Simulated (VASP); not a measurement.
# GaP in VASP: one cell, several levels of theory

Aim: gap, levels, forces and stress of GaP built on the zincblende prototype, under -1.5 % equal strain in all directions at fixed geometry. Runs: PBE, r2SCAN. The results are then set beside those of Ansatz 0.2.0 for the same cell.

The runs shown are made with VASP 6.6.1. PAW datasets, plane waves. (Simulation; spin polarisation is off.)

## 1. The system as given

The cell comes from an earlier relaxation with r2SCAN in another program.

The symmetry is F-43m (No. 216, cubic); a = 5.369 Å in the conventional setting, 19.35 Å³ an atom. Near Ga stand 4 P at 2.32 Å; near P stand 4 Ga at 2.32 Å.

Structure file:

```xyz
2
Lattice="0.0000 2.6845 2.6845 2.6845 0.0000 2.6845 2.6845 2.6845 0.0000" Properties=species:S:1:pos:R:3 pbc="T T T"
Ga    0.0000    0.0000    0.0000
P     1.3423    1.3423    1.3423
```

## 2. PBE

Contents of INCAR:

```
ENCUT = 520.000000
SIGMA = 0.020000
EDIFF = 1.00e-07
GGA = PE
PREC = Accurate
IBRION = -1
ISIF = 2
ISMEAR = -1
NBANDS = 16
NELM = 120
NSW = 0
LASPH = .TRUE.
LCHARG = .TRUE.
LELF = .TRUE.
LWAVE = .FALSE.
LREAL = .FALSE.
```

Contents of KPOINTS:

```
KPOINTS created by Atomic Simulation Environment
0
Gamma
8 8 8
0 0 0
```

Contents of KPOINTS_OPT:

```
special points
7
Reciprocal
0.0000000000 0.0000000000 0.0000000000 1
-0.5000000000 -0.5000000000 0.0000000000 1
-0.3750000000 -0.3750000000 0.2500000000 1
-0.3750000000 0.0000000000 0.3750000000 1
0.0000000000 0.0000000000 0.5000000000 1
-0.5000000000 -0.2500000000 0.2500000000 1
0.0000000000 0.4296880000 0.4296880000 1
```

Contents of POSCAR:

```
Ga P
 1.0000000000000000
     0.0000000000000000    2.6845183053000001    2.6845183053000001
     2.6845183053000001    0.0000000000000000    2.6845183053000001
     2.6845183053000001    2.6845183053000001    0.0000000000000000
 Ga  P
   1   1
Cartesian
  0.0000000000000000  0.0000000000000000  0.0000000000000000
  1.3422591526500001  1.3422591526500001  1.3422591526500001
```

The run uses the recommended PBE PAW datasets (18 valence electrons a neutral cell).

Run with:

```sh
$ mpirun -np 1 vasp_std
```

Standard output, without the iteration lines:

```text
POSCAR found type information on POSCAR GaP
 POSCAR found :  2 types and       2 ions
 LDA part: xc-table for (Slater+PW92), standard interpolation
 POSCAR, INCAR and KPOINTS ok, starting setup
 FFT: planning ... GRIDC
 FFT: planning ... GRID_SOFT
 FFT: planning ... GRID
 WAVECAR not read
 entering main loop
 Start KPOINTS_OPT (optional k-point list driver)
k-point batch [1-7\7]
```

OSZICAR:

```text
N       E                     dE             d eps       ncg     rms          rms(c)
DAV:   1     0.814147852132E+02    0.81415E+02   -0.90894E+03   968   0.163E+03
DAV:   2    -0.289458229304E+01   -0.84309E+02   -0.79829E+02  1056   0.320E+02
DAV:   3    -0.924406539002E+01   -0.63495E+01   -0.63273E+01  1184   0.660E+01
DAV:   4    -0.934651202053E+01   -0.10245E+00   -0.10239E+00  1120   0.893E+00
DAV:   5    -0.934841682926E+01   -0.19048E-02   -0.19047E-02  1192   0.111E+00    0.447E+00
DAV:   6    -0.909528475404E+01    0.25313E+00   -0.38047E-01  1440   0.111E+01    0.299E+00
DAV:   7    -0.906426654172E+01    0.31018E-01   -0.10445E-01  1256   0.225E+00    0.116E+00
DAV:   8    -0.906449815515E+01   -0.23161E-03   -0.13850E-02  1064   0.144E+00    0.237E-01
DAV:   9    -0.906488868281E+01   -0.39053E-03   -0.13385E-03  1168   0.483E-01    0.764E-02
DAV:  10    -0.906494993990E+01   -0.61257E-04   -0.11062E-04  1448   0.129E-01    0.352E-02
DAV:  11    -0.906501541399E+01   -0.65474E-04   -0.87511E-05  1072   0.762E-02    0.536E-03
DAV:  12    -0.906501515239E+01    0.26160E-06   -0.23505E-06  1168   0.196E-02    0.370E-03
DAV:  13    -0.906501541997E+01   -0.26758E-06   -0.77134E-07  1200   0.733E-03    0.203E-03
DAV:  14    -0.906501544564E+01   -0.25667E-07   -0.20867E-08   808   0.112E-03
   1 F= -.90650154E+01 E0= -.90650154E+01  d E =-.163026E-11
       N       E                     dE             ncg
DAV:   1     0.135355674211E+04   -0.42265E+04      232
DAV:   2     0.747295003139E+03   -0.60626E+03      256
DAV:   3     0.699731199717E+03   -0.47564E+02      288
DAV:   4     0.698984892022E+03   -0.74631E+00      264
DAV:   5     0.698970050799E+03   -0.14841E-01      312
DAV:   6     0.698969495084E+03   -0.55571E-03      296
DAV:   7     0.698969487863E+03   -0.72206E-05      320
DAV:   8     0.698969487655E+03   -0.20848E-06      232
DAV:   9     0.698969487648E+03   -0.67041E-08      240
```

The lines after F= are the extra pass for the points of KPOINTS_OPT, at fixed density; their E is not a total energy.

Parts of OUTCAR:

```text
k-points           NKPTS =     29   k-points in BZ     NKDIM =     29   number of bands    NBANDS=     16

   NELECT =      18.0000    total number of electrons

   dimension x,y,z NGX =    28 NGY =   28 NGZ =   28
   dimension x,y,z NGXF=    56 NGYF=   56 NGZF=   56

  energy-cutoff  :      520.00
  volume of cell :       38.69
      direct lattice vectors                 reciprocal lattice vectors
     0.000000000  2.684518305  2.684518305    -0.186253154  0.186253154  0.186253154
     2.684518305  0.000000000  2.684518305     0.186253154 -0.186253154  0.186253154
     2.684518305  2.684518305  0.000000000     0.186253154  0.186253154 -0.186253154

 k-points in reciprocal lattice and weights: KPOINTS created by Atomic Simulation Env
   0.00000000  0.00000000  0.00000000       0.002
   0.12500000  0.00000000  0.00000000       0.016
   0.25000000  0.00000000  0.00000000       0.016
   0.37500000  0.00000000  0.00000000       0.016
   0.50000000  0.00000000  0.00000000       0.008
   0.12500000  0.12500000  0.00000000       0.012
   0.25000000  0.12500000  0.00000000       0.047
   0.37500000  0.12500000  0.00000000       0.047
[... 21 more k-points ...]

 E-fermi :   5.5639

 k-point     1 :       0.0000    0.0000    0.0000
  band No.  band energies     occupation
      1      -9.5100      2.00000
      2      -9.5100      2.00000
      3      -9.5100      2.00000
      4      -9.3957      2.00000
      5      -9.3957      2.00000
      6      -7.7157      2.00000
      7       5.1256      2.00000
      8       5.1256      2.00000
      9       5.1256      2.00000
     10       7.3310      0.00000
     11       8.9993      0.00000
     12       8.9993      0.00000
     13       8.9993      0.00000
     14      14.1301      0.00000
     15      14.9737      0.00000
     16      14.9737      0.00000

 k-point     2 :       0.1250    0.0000    0.0000
  band No.  band energies     occupation
      1      -9.5273      2.00000
      2      -9.5046      2.00000
      3      -9.5046      2.00000
      4      -9.3957      2.00000
      5      -9.3957      2.00000
      6      -7.5003      2.00000
      7       3.4852      2.00000
      8       4.8787      2.00000
      9       4.8787      2.00000
     10       7.8210      0.00000
     11       9.3702      0.00000
     12       9.3702      0.00000
     13       9.7103      0.00000
     14      14.3249      0.00000
     15      14.3249      0.00000
     16      15.0459      0.00000

 k-point     3 :       0.2500    0.0000    0.0000
  band No.  band energies     occupation
      1      -9.5640      2.00000
      2      -9.4930      2.00000
      3      -9.4930      2.00000
      4      -9.3943      2.00000
      5      -9.3943      2.00000
      6      -6.8908      2.00000
      7       1.1451      2.00000
      8       4.4192      2.00000
      9       4.4192      2.00000
     10       7.4380      0.00000
     11       9.8912      0.00000
     12       9.8912      0.00000
     13      11.7167      0.00000
     14      14.1449      0.00000
     15      14.1449      0.00000
     16      15.1788      0.00000

 k-point     4 :       0.3750    0.0000    0.0000
  band No.  band energies     occupation
      1      -9.5959      2.00000
      2      -9.4842      2.00000
      3      -9.4842      2.00000
      4      -9.3899      2.00000
      5      -9.3899      2.00000
      6      -6.0338      2.00000
      7      -0.8458      2.00000
      8       4.0666      2.00000
      9       4.0666      2.00000
     10       7.0676      0.00000
     11       9.9139      0.00000
     12       9.9139      0.00000
     13      13.3148      0.00000
     14      15.1980      0.00000
     15      15.4056      0.00000
     16      15.4057      0.00000

 k-point     5 :       0.5000    0.0000    0.0000
  band No.  band energies     occupation
      1      -9.6082      2.00000
      2      -9.4815      2.00000
      3      -9.4815      2.00000
      4      -9.3870      2.00000
      5      -9.3870      2.00000
      6      -5.4964      2.00000
      7      -1.7725      2.00000
      8       3.9402      2.00000
      9       3.9402      2.00000
     10       6.9360      0.00000
     11       9.8304      0.00000
     12       9.8304      0.00000
     13      13.4903      0.00000
     14      16.3488      0.00000
     15      16.9564      0.00000
     16      16.9564      0.00000

 k-point     6 :       0.1250    0.1250    0.0000
  band No.  band energies     occupation
      1      -9.5376      2.00000
      2      -9.4994      2.00000
      3      -9.4994      2.00000
      4      -9.4006      2.00000
      5      -9.3920      2.00000
      6      -7.4293      2.00000
      7       3.6118      2.00000
      8       4.4291      2.00000
      9       4.4291      2.00000
     10       8.1993      0.00000
     11       8.8190      0.00000
     12      10.0034      0.00000
     13      10.0034      0.00000
     14      13.2535      0.00000
     15      15.2228      0.00000
     16      15.4346      0.00000

 k-point     7 :       0.2500    0.1250    0.0000
  band No.  band energies     occupation
      1      -9.5661      2.00000
      2      -9.4897      2.00000
      3      -9.4872      2.00000
      4      -9.4044      2.00000
      5      -9.3885      2.00000
      6      -6.9509      2.00000
      7       1.7942      2.00000
      8       3.9137      2.00000
      9       3.9652      2.00000
     10       8.1333      0.00000
     11       9.1894      0.00000
     12      10.7664      0.00000
     13      10.8828      0.00000
     14      13.2841      0.00000
     15      15.2189      0.00000
     16      16.4760      0.00000

 k-point     8 :       0.3750    0.1250    0.0000
  band No.  band energies     occupation
      1      -9.5941      2.00000
      2      -9.4820      2.00000
      3      -9.4772      2.00000
      4      -9.4023      2.00000
      5      -9.3852      2.00000
      6      -6.1587      2.00000
      7      -0.2161      2.00000
      8       3.3676      2.00000
      9       3.6104      2.00000
     10       7.9658      0.00000
     11       9.5983      0.00000
     12      10.8559      0.00000
     13      11.6203      0.00000
     14      14.9979      0.00000
     15      16.1285      0.00000
     16      16.1516      0.00000

[... the tables of k-points 9 to 29 left out ...]

  Total        1.6501630      1.6501630      1.6501630     -0.0000000      0.0000000     -0.0000000
  in kB       68.3295130     68.3295130     68.3295130     -0.0000000      0.0000000     -0.0000000
  external PRESSURE =      68.3295130 kB  Pullay stress =       0.0000000 kB

 POSITION                                       TOTAL-FORCE (eV/Angst)
 -----------------------------------------------------------------------------------
      0.00000      0.00000      0.00000        -0.000000     -0.000000     -0.000000
      1.34226      1.34226      1.34226         0.000000      0.000000      0.000000
 -----------------------------------------------------------------------------------
    total drift:                                0.000002      0.000002      0.000002

  FREE ENERGIE OF THE ION-ELECTRON SYSTEM (eV)
  ---------------------------------------------------
  free  energy   TOTEN  =        -9.0650154456 eV

  energy  without entropy=       -9.0650154456  energy(sigma->0) =       -9.06501545
```

Hardware: 1 MPI rank of Intel Xeon Platinum 8488C, shared host.

The levels at the points of KPOINTS_OPT are read from vasprun.xml.

Band energies at the special points (eV, zero at the top of v, the last band that the electrons fill by count):

| point | v−1 | v | c | c+1 |
| --- | --- | --- | --- | --- |
| Γ | 0.00 | 0.00 | 2.21 | 3.87 |
| X | -2.84 | -2.84 | 1.56 | 1.77 |
| U | -4.18 | -2.39 | 2.14 | 4.88 |
| K | -4.18 | -2.39 | 2.14 | 4.88 |
| L | -1.19 | -1.19 | 1.81 | 4.70 |
| W | -3.79 | -3.64 | 4.72 | 5.06 |

The PBE gap is 1.51 eV and indirect (Γ to (0.00, 0.43, 0.43)), with 2.21 eV as the least direct one. Pressure: 6.83 GPa; the forces vanish within 0.01 eV/Å.

Axes a, b and c in the maps are those of this run's conventional cell (a, b, c = 5.369, 5.369, 5.369 Å).

Density in a lattice plane of the grid's cell (edges 5.37 and 5.37 Å, at 0.000 of the third edge), which holds Ga.

Ten even steps from ' ' (0.02 e/Å³) to '@' (16.48 e/Å³):
```
##**--..                                  ..--**
--::..                                      ..::
                                                
                                                
                                                
                                                
                                                
                    ..::--::..                  
                  ..--**##**--..                
                  ..==%%@@%%==..                
                  ..--**##**--..                
                    ..::--::..                  
                                                
                                                
                                                
                                                
                                                
--::..                                      ..::
##**--..                                  ..--**
@@%%==..                                  ..==%%
```
Columns run along the first of these edges and rows up along the second, over one cell in 24 and 20 even steps from the bottom left corner. Atoms in the plane (fractional): Ga at (0.00, 0.00), Ga at (0.50, 0.50).

ELF in the same plane.

Values, 12 rows by 12 columns:
```
0.08 0.20 0.32 0.36 0.17 0.05 0.02 0.05 0.17 0.36 0.32 0.21
0.28 0.32 0.49 0.52 0.35 0.17 0.09 0.17 0.35 0.52 0.48 0.32
0.25 0.36 0.52 0.57 0.52 0.36 0.25 0.36 0.52 0.56 0.52 0.36
0.09 0.17 0.35 0.52 0.49 0.32 0.28 0.32 0.49 0.52 0.35 0.17
0.02 0.05 0.17 0.36 0.32 0.20 0.08 0.21 0.32 0.36 0.17 0.05
0.01 0.02 0.09 0.25 0.28 0.08 0.28 0.08 0.28 0.25 0.09 0.02
0.02 0.05 0.17 0.36 0.32 0.21 0.08 0.20 0.32 0.36 0.17 0.05
0.09 0.17 0.35 0.52 0.48 0.32 0.28 0.32 0.49 0.52 0.35 0.17
0.25 0.36 0.52 0.56 0.52 0.36 0.25 0.36 0.52 0.57 0.52 0.36
0.28 0.32 0.49 0.52 0.35 0.17 0.09 0.17 0.35 0.52 0.49 0.32
0.08 0.21 0.32 0.36 0.17 0.05 0.02 0.05 0.17 0.36 0.32 0.20
0.28 0.08 0.28 0.25 0.09 0.02 0.01 0.02 0.09 0.25 0.28 0.08
```
Columns run along the first of these edges and rows up along the second, over one cell in 12 and 12 even steps from the bottom left corner. Atoms in the plane (fractional): Ga at (0.00, 0.00), Ga at (0.50, 0.50).

Both are smooth fields of the valence electrons: close to the nuclei they are not physical.

Maxima of ELF outside the ion cores: 0.91 on the P–Ga line, 0.9 Å from P.

[end of part 1 of 2]
